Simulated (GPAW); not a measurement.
# Cu: band structure with M06-L

Crystal: Cu.

```xyz
1
Lattice="0.0000 1.8075 1.8075 1.8075 0.0000 1.8075 1.8075 1.8075 0.0000" Properties=species:S:1:pos:R:3 pbc="T T T"
Cu    0.0000    0.0000    0.0000
```

```
Program             : GPAW 26.7.0
Task                : band structure
Functional          : M06-L
Potentials or basis : GPAW PAW data sets (gpaw-data 1.2.1)
Cutoff              : 600 eV
Basis               : pw
k mesh              : 13 × 13 × 13
Occupations         : fermi-dirac, width 0.05 eV
Spin                : no spin polarisation
Maxiter             : 150
Band path           : GXWKGLUWLK,UX
Band points         : 100
```

```json
{
  "Pressure": "-3.6 GPa",
  "Band gap along the path": "none (metal or under the smearing width)"
}
```

Levels at the corners of the path, in eV from the Fermi level:
```tsv
point	band 2	band 3	band 4	band 5	band 6	band 7
Γ	-3.29	-3.29	-3.29	-2.50	-2.50	22.29
X	-4.66	-1.95	-1.76	-1.76	1.43	7.01
W	-3.78	-3.78	-2.54	-1.76	6.14	6.14
K	-4.31	-3.01	-2.37	-1.95	4.26	5.59
Γ	-3.29	-3.29	-3.29	-2.50	-2.50	22.29
L	-3.34	-3.34	-1.91	-1.91	-1.21	3.76
U	-4.31	-3.01	-2.37	-1.95	4.26	5.59
W	-3.78	-3.78	-2.54	-1.76	6.14	6.14
L	-3.34	-3.34	-1.91	-1.91	-1.21	3.76
K	-4.31	-3.01	-2.37	-1.95	4.26	5.59
U	-4.31	-3.01	-2.37	-1.95	4.26	5.59
X	-4.66	-1.95	-1.76	-1.76	1.43	7.01
```

Wall time 75 s on 1 thread of Arm Neoverse V1, with other jobs on the host, peak memory 0.23 GiB.

Caveat: with this Cu data set, volumes or pressures lay over 1.5 % or 2 GPa off other programs in two to four cells of ten; the PAW data sets were made with another functional, which shifts forces and pressure a little.
